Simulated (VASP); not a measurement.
# MnS (Fm-3m) in VASP: further runs

One crystal, MnS, is run at these levels: PBE+U; tasks: single point.

All numbers are computed with VASP 6.6.1; they aren't measurements. Logs are shortened: lines on timing, memory, paths and dates and some standing lists are left out, and cuts for length are marked.

### Step 1. Starting point

It takes space group Fm-3m (No. 225, cubic). Conventional cell: a = 5.224 Å, b = 5.224 Å, c = 5.224 Å, α = 90.00°, β = 90.00°, γ = 90.00°. Mn (site symmetry m-3m) is surrounded by 6 S at 2.61 Å. Around S (site symmetry m-3m) lie 6 Mn at 2.61 Å.

### Step 2. Single point, PBE+U, collinear spin, typed start

File INCAR:

```
ALGO = Normal
EDIFF = 1E-6
ENCUT = 520
GGA = PE
ISIF = 2
ISMEAR = 0
ISPIN = 2
LASPH = T
LCHARG = F
LDAU = T
LDAUJ = 0 0
LDAUL = 2 -1
LDAUPRINT = 1
LDAUTYPE = 2
LDAUU = 4 0
LMAXMIX = 4
LORBIT = 11
LREAL = F
LWAVE = F
MAGMOM = 5 0
NBANDS = 20
NELM = 150
PREC = Accurate
SIGMA = 0.05
```

File KPOINTS:

```
k-points
0
Gamma
  6 6 6
```

File POSCAR:

```
MnS
1.0
    0.0000000000      2.6122498900      2.6122498900
    2.6122498900      0.0000000000      2.6122498900
    2.6122498900      2.6122498900      0.0000000000
Mn S
1 1
Direct
    0.0000000000      0.0000000000      0.0000000000
    0.5000000000      0.5000000000      0.5000000000
```

Potentials or basis: VASP PAW PBE potentials, release 64 (Mn_pv, S).

Started as:

```
$ cat potpaw_PBE.64/Mn_pv/POTCAR potpaw_PBE.64/S/POTCAR > POTCAR
$ mpirun -np 1 vasp_std > vasp.out
```

OUTCAR:

```text
EDIFF = 1E-6
   ENCUT = 520
   GGA = PE
   ISIF = 2
   ISMEAR = 0
   ISPIN = 2
   LASPH = T
   LORBIT = 11
   LREAL = F
   NELM = 150
   PREC = Accurate

 ion  position               nearest neighbor table
   1  0.000  0.000  0.000-   2 2.61   2 2.61   2 2.61   2 2.61   2 2.61   2 2.61
   2  0.500  0.500  0.500-   1 2.61   1 2.61   1 2.61   1 2.61   1 2.61   1 2.61

  LATTYP: Found a face centered cubic cell.
 ALAT       =     5.2244997800

  Lattice vectors:

 A1 = (   0.0000000000,   2.6122498900,   2.6122498900)
 A2 = (   2.6122498900,   0.0000000000,   2.6122498900)
 A3 = (   2.6122498900,   2.6122498900,   0.0000000000)

Analysis of symmetry for initial positions (statically):
=====================================================================
 Subroutine PRICEL returns:
 Original cell was already a primitive cell.

 Routine SETGRP: Setting up the symmetry group for a
 face centered cubic supercell.

 Subroutine GETGRP returns: Found 48 space group operations
 (whereof 48 operations were pure point group operations)
 out of a pool of 48 trial point group operations.

The static configuration has the point symmetry O_h .

Analysis of symmetry for dynamics (positions and initial velocities):
=====================================================================
 Subroutine PRICEL returns:
 Original cell was already a primitive cell.

 Routine SETGRP: Setting up the symmetry group for a
 face centered cubic supercell.

 Subroutine GETGRP returns: Found 48 space group operations
 (whereof 48 operations were pure point group operations)
 out of a pool of 48 trial point group operations.

The dynamic configuration has the point symmetry O_h .

Analysis of structural, dynamic, and magnetic symmetry:
=====================================================================
 Subroutine PRICEL returns:
 Original cell was already a primitive cell.

 Routine SETGRP: Setting up the symmetry group for a
 face centered cubic supercell.

 Subroutine GETGRP returns: Found 48 space group operations
 (whereof 48 operations were pure point group operations)
 out of a pool of 48 trial point group operations.

The overall configuration has the point symmetry O_h .

 Subroutine INISYM returns: Found 48 space group operations
 (whereof 48 operations are pure point group operations),
 and found     1 'primitive' translations

----------------------------------------------------------------------------------------

                                     Primitive cell

  volume of cell :      35.6512

  direct lattice vectors                    reciprocal lattice vectors
     0.000000000  2.612249890  2.612249890    -0.191405884  0.191405884  0.191405884
     2.612249890  0.000000000  2.612249890     0.191405884 -0.191405884  0.191405884
     2.612249890  2.612249890  0.000000000     0.191405884  0.191405884 -0.191405884

  length of vectors
     3.694279223  3.694279223  3.694279223     0.331524716  0.331524716  0.331524716

  position of ions in fractional coordinates (direct lattice)
     0.000000000  0.000000000  0.000000000
     0.500000000  0.500000000  0.500000000

  ion indices of the primitive-cell ions
   primitive index   ion index
                 1           1
                 2           2

----------------------------------------------------------------------------------------

 KPOINTS: k-points

Automatic generation of k-mesh.
 Grid dimensions read from file:
 generate k-points for:    6    6    6

[... 61 lines left out ...]
   ISYM   =      2    0-nonsym 1-usesym 2-fastsym
   POTIM  = 0.5000    time-step for ionic-motion
   TEBEG  =    0.0;   TEEND  =   0.0 temperature during run
   PSTRESS=    0.0 pullay stress
   NELECT =      19.0000    total number of electrons
   NUPDOWN=      -1.0000    fix difference up-down
   EMIN   =  10.00;   EMAX   =-10.00  energy-range for DOS
   EFERMI =   0.00;   METHOD = LEGACY
   ISMEAR =     0;   SIGMA  =   0.05  broadening in eV -4-tet -1-fermi 0-gaus
   EFERMI_NEDOS =   21; number of points for ismear=-14 and -15
   IALGO  =     38    algorithm
   IMIX   =      4    mixing-type and parameters
     AMIX     =   0.40;   BMIX     =  1.00
     AMIX_MAG =   1.60;   BMIX_MAG =  1.00
  volume/ion in A,a.u.               =      17.83       120.29
  Fermi-wavevector in a.u.,A,eV,Ry     =   1.327297  2.508227 23.969605  1.761716
  Thomas-Fermi vector in A             =   2.456619
   LORBIT       =     11    0 simple, 1 ext, 2 COOP (PROOUT), +10 PAW based schemes
 LDA+U is selected, type is set to LDAUTYPE =  2
   angular momentum for each species LDAUL =     2   -1
   U (eV)           for each species LDAUU =   4.0  0.0
   J (eV)           for each species LDAUJ =   0.0  0.0
   GGA     = PE    functional components
   LHFCALC =     F    Hartree Fock is set to
   AEXX    =    0.0000 exact exchange contribution
   IVDW    =     0    specifies the selected vdW correction
   LEPSILON=     F    determine dielectric tensor
   LRPA    =     F    only Hartree local field effects (RPA)
 spin polarized calculation
 Gauss-broadening in eV      SIGMA  =   0.05
  energy-cutoff  :      520.00
  volume of cell :       35.65
 maximum number of plane-waves:       982
   NGX = 13   NGY = 13   NGZ = 13

atom =   1  type =  1  l = 2

 onsite density matrix

spin component  1

  0.9339 -0.0000 -0.0000  0.0000  0.0000
 -0.0000  0.9339  0.0000 -0.0000  0.0000
 -0.0000  0.0000  0.9557  0.0000 -0.0000
  0.0000 -0.0000  0.0000  0.9339  0.0000
  0.0000  0.0000 -0.0000  0.0000  0.9557

spin component  2

  0.0146  0.0000  0.0000  0.0000 -0.0000
  0.0000  0.0146 -0.0000  0.0000 -0.0000
  0.0000 -0.0000  0.0750 -0.0000  0.0000
  0.0000  0.0000 -0.0000  0.0146 -0.0000
 -0.0000 -0.0000  0.0000 -0.0000  0.0750

 occupancies and eigenvectors

  o =  0.0146  v =  0.0000  0.0000  0.0000  0.0000  0.0000  0.9956 -0.0934 -0.0000 -0.0006  0.0000      0.0000  0.0000  0.0000  0.0000  0.0000  0.0000  0.0000  0.0000  0.0000  0.0000
  o =  0.0146  v =  0.0000  0.0000  0.0000  0.0000  0.0000 -0.0934 -0.9956 -0.0000  0.0005 -0.0000      0.0000  0.0000  0.0000  0.0000  0.0000  0.0000  0.0000  0.0000  0.0000  0.0000
  o =  0.0146  v =  0.0000  0.0000  0.0000  0.0000  0.0000 -0.0006 -0.0004 -0.0000 -1.0000  0.0000      0.0000  0.0000  0.0000  0.0000  0.0000  0.0000  0.0000  0.0000  0.0000  0.0000
  o =  0.0750  v =  0.0000  0.0000  0.0000  0.0000  0.0000  0.0000  0.0000  0.0034 -0.0000 -1.0000      0.0000  0.0000  0.0000  0.0000  0.0000  0.0000  0.0000  0.0000  0.0000  0.0000
  o =  0.0750  v =  0.0000  0.0000  0.0000  0.0000  0.0000 -0.0000 -0.0000 -1.0000  0.0000 -0.0034      0.0000  0.0000  0.0000  0.0000  0.0000  0.0000  0.0000  0.0000  0.0000  0.0000
  o =  0.9339  v =  0.0000  0.0092  0.0000 -1.0000  0.0000  0.0000  0.0000  0.0000  0.0000  0.0000      0.0000  0.0000  0.0000  0.0000  0.0000  0.0000  0.0000  0.0000  0.0000  0.0000
  o =  0.9339  v =  0.0000  1.0000 -0.0000  0.0092  0.0000  0.0000  0.0000  0.0000  0.0000  0.0000      0.0000  0.0000  0.0000  0.0000  0.0000  0.0000  0.0000  0.0000  0.0000  0.0000
  o =  0.9339  v =  1.0000  0.0000  0.0000  0.0000  0.0000  0.0000  0.0000  0.0000  0.0000  0.0000      0.0000  0.0000  0.0000  0.0000  0.0000  0.0000  0.0000  0.0000  0.0000  0.0000
  o =  0.9557  v =  0.0000  0.0000  1.0000  0.0000  0.0047  0.0000  0.0000  0.0000  0.0000  0.0000      0.0000  0.0000  0.0000  0.0000  0.0000  0.0000  0.0000  0.0000  0.0000  0.0000
  o =  0.9557  v =  0.0000 -0.0000 -0.0047  0.0000  1.0000  0.0000  0.0000  0.0000  0.0000  0.0000      0.0000  0.0000  0.0000  0.0000  0.0000  0.0000  0.0000  0.0000  0.0000  0.0000

 number of electron      18.9999987 magnetization       5.0000131

 Free energy of the ion-electron system (eV)
  ---------------------------------------------------
  ext. energy  EPLUGINS =         0.00000000
  ---------------------------------------------------
  free energy    TOTEN  =       -12.95002963 eV

  energy without entropy =      -12.95002963  energy(sigma->0) =      -12.95002963

 E-fermi :   6.6201     XC(G=0): -10.5557

 val. band max:        6.3049744471   @ k =   0.5000   0.0000   0.0000
 cond. band min:       6.9263473546   @ k =   0.5000   0.5000   0.0000
 fundamental gap:      0.6213729075
 Fermi energy:         6.6201108724

 spin component 1

 k-point     1 :       0.0000    0.0000    0.0000
  band No.  band energies     occupation
      1     -44.3764      1.00000
      2     -44.3764      1.00000
      3     -44.3764      1.00000
      4      -7.7734      1.00000
      5       1.4166      1.00000
      6       1.4166      1.00000
[... 344 lines left out ...]
      6       0.8584      1.00000
[... 12 lines left out ...]
     19      20.8507      0.00000
     20      22.1625      0.00000
 Fermi energy:         6.6201108724

 spin component 2

 k-point     1 :       0.0000    0.0000    0.0000
  band No.  band energies     occupation
      1     -39.4774      1.00000
      2     -39.4774      1.00000
      3     -39.4774      1.00000
      4      -7.4993      1.00000
      5       5.0881      1.00000
      6       5.0881      1.00000
[... 357 lines left out ...]
     19      21.1843      0.00000
     20      23.4049      0.00000

------------------------ aborting loop because EDIFF is reached ----------------------------------------

  FORCE on cell =-STRESS in cart. coord.  units (eV):
  Direction    XX          YY          ZZ          XY          YZ          ZX
  --------------------------------------------------------------------------------------
  -------------------------------------------------------------------------------------
  Total        0.7768403      0.7768403      0.7768403     -0.0000000     -0.0000000     -0.0000000
  in kB       34.9114753     34.9114753     34.9114753     -0.0000000     -0.0000000     -0.0000000
  external PRESSURE =      34.9114753 kB  Pullay stress =       0.0000000 kB

 VOLUME and BASIS-vectors are now :
 -----------------------------------------------------------------------------
  energy-cutoff  :      520.00
  volume of cell :       35.65
      direct lattice vectors                 reciprocal lattice vectors
     0.000000000  2.612249890  2.612249890    -0.191405884  0.191405884  0.191405884
     2.612249890  0.000000000  2.612249890     0.191405884 -0.191405884  0.191405884
     2.612249890  2.612249890  0.000000000     0.191405884  0.191405884 -0.191405884

 POSITION                                       TOTAL-FORCE (eV/Angst)
 -----------------------------------------------------------------------------------
      0.00000      0.00000      0.00000        -0.000000     -0.000000      0.000000
      2.61225      2.61225      2.61225         0.000000      0.000000     -0.000000
 -----------------------------------------------------------------------------------
    total drift:                               -0.000000      0.000000      0.000000

  FREE ENERGIE OF THE ION-ELECTRON SYSTEM (eV)
  ---------------------------------------------------
  free  energy   TOTEN  =       -12.9500296330 eV

  energy  without entropy=      -12.9500296330  energy(sigma->0) =      -12.95002963

 total charge

# of ion       s       p       d       tot
------------------------------------------
    1        0.217   6.168   4.890  11.275
    2        1.320   2.463   0.000   3.783
--------------------------------------------------
tot          1.537   8.631   4.890  15.058

 magnetization (x)

# of ion       s       p       d       tot
------------------------------------------
    1        0.048   0.037   4.510   4.596
    2        0.020   0.064   0.000   0.085
--------------------------------------------------
tot          0.069   0.102   4.510   4.681
```

Run time: 15 s. Hardware: 1 thread of AMD EPYC 9R45 (Zen 5), shared host; peak memory 0.14 GiB.

Results:

| Property | Result |
| --- | --- |
| Free energy | -12.9500 eV |
| Pressure | 3.5 GPa |
| Band gap on the k mesh | 0.62 eV, indirect (least direct gap 2.74 eV) |
| Net moment | 5.00 μB per cell |
| Site moments | Mn +4.60; S +0.09 μB |
| Valence electrons inside the program's atomic spheres | Mn 11.28; S 3.78 |

Levels at points of the mesh, in eV from the valence-band top:
Spin up:
```csv
k point,band 9,band 10,band 11,band 12,band 13,band 14,band 15,band 16
"(0.00, 0.00, 0.00)",-4.87,-1.40,-1.40,-1.40,1.97,8.55,8.55,8.55
"(0.50, 0.00, 0.00)",-4.48,-3.80,0.00,0.00,3.11,5.65,5.65,8.69
"(0.50, 0.50, 0.00)",-4.37,-3.88,-3.03,-3.03,1.05,5.28,10.46,12.14
```
Spin down:
```tsv
k point	band 3	band 4	band 5	band 6	band 7	band 8	band 9	band 10	band 11	band 12
(0.00, 0.00, 0.00)	-45.78	-13.80	-1.22	-1.22	-1.22	2.11	2.11	2.11	2.12	2.12
(0.50, 0.00, 0.00)	-45.78	-12.53	-5.90	-2.57	-2.57	3.38	3.38	3.46	3.68	4.87
(0.50, 0.50, 0.00)	-45.79	-12.32	-5.14	-2.75	-2.75	0.62	2.52	2.64	3.69	3.69
```

Eigenvalues of the final occupation matrices:
| site | spin | trace | eigenvalues |
| --- | --- | --- | --- |
| site 1 d | 1 | 4.71 | 0.93 0.93 0.93 0.96 0.96 |
| site 1 d | 2 | 0.19 | 0.01 0.01 0.01 0.07 0.07 |

Caveat: a cell with one magnetic atom can't hold antiferromagnetic order, which such compounds often take. A k mesh can miss the band edges.

### Step 3. Single point, PBE+U, collinear spin, twin_end start

File INCAR:

```
  PREC = Accurate
  ENCUT = 520
  EDIFF = 1E-6
  ISMEAR = 0
  SIGMA = 0.05
  LREAL = False
  LASPH = True
  NELM = 150
  ALGO = Normal
  ISIF = 2
  LWAVE = False
  LCHARG = False
  ISPIN = 2
  MAGMOM = 1.05 -0.04
  LORBIT = 11
  LMAXMIX = 4
  LDAU = True
  LDAUTYPE = 2
  LDAUL = 2 -1
  LDAUU = 4 0
  LDAUJ = 0 0
  LDAUPRINT = 1
  GGA = PE
  NBANDS = 20
```

File KPOINTS:

```
Automatic mesh
0
Gamma
  6 6 6
```

POSCAR is that of step 2.

Potentials or basis: VASP PAW PBE potentials, release 64 (Mn_pv, S).

Started as:

```
$ cat potpaw_PBE.64/Mn_pv/POTCAR potpaw_PBE.64/S/POTCAR > POTCAR
$ mpirun -np 1 vasp_std > vasp.out
```

Wall time 17 s (1 thread of AMD EPYC 9R45 (Zen 5), shared host); peak memory 0.14 GiB.

Results (log left out):

```
Free energy                                           : -12.9500 eV
Pressure                                              : 3.5 GPa
Band gap on the k mesh                                : 0.62 eV, indirect (least direct gap 2.74 eV)
Net moment                                            : 5.00 μB per cell
Site moments                                          : Mn +4.60; S +0.09 μB
Valence electrons inside the program's atomic spheres : Mn 11.28; S 3.78
```

Levels at points of the mesh, in eV from the valence-band top:
Spin up:
| k point | band 8 | band 9 | band 10 | band 11 | band 12 | band 13 | band 14 | band 15 | band 16 | band 17 |
| --- | --- | --- | --- | --- | --- | --- | --- | --- | --- | --- |
| (0.00, 0.00, 0.00) | -4.87 | -4.87 | -1.40 | -1.40 | -1.40 | 1.97 | 8.55 | 8.55 | 8.55 | 10.85 |
| (0.50, 0.00, 0.00) | -4.48 | -4.48 | -3.80 | 0.00 | 0.00 | 3.11 | 5.65 | 5.65 | 8.69 | 12.19 |
| (0.50, 0.50, 0.00) | -4.37 | -4.37 | -3.88 | -3.03 | -3.03 | 1.05 | 5.28 | 10.46 | 12.14 | 12.14 |
Spin down:
| k point | band 3 | band 4 | band 5 | band 6 | band 7 | band 8 | band 9 | band 10 | band 11 | band 12 |
| --- | --- | --- | --- | --- | --- | --- | --- | --- | --- | --- |
| (0.00, 0.00, 0.00) | -45.78 | -13.80 | -1.22 | -1.22 | -1.22 | 2.11 | 2.11 | 2.11 | 2.12 | 2.12 |
| (0.50, 0.00, 0.00) | -45.78 | -12.53 | -5.90 | -2.57 | -2.57 | 3.38 | 3.38 | 3.46 | 3.68 | 4.87 |
| (0.50, 0.50, 0.00) | -45.79 | -12.32 | -5.14 | -2.75 | -2.75 | 0.62 | 2.52 | 2.64 | 3.69 | 3.69 |

Eigenvalues of the final occupation matrices:
| site | spin | trace | eigenvalues |
| --- | --- | --- | --- |
| site 1 d | 1 | 4.71 | 0.93 0.93 0.93 0.96 0.96 |
| site 1 d | 2 | 0.19 | 0.01 0.01 0.01 0.07 0.07 |

Caveat: a cell with one magnetic atom can't hold antiferromagnetic order, which such compounds often take. A k mesh can miss the band edges.
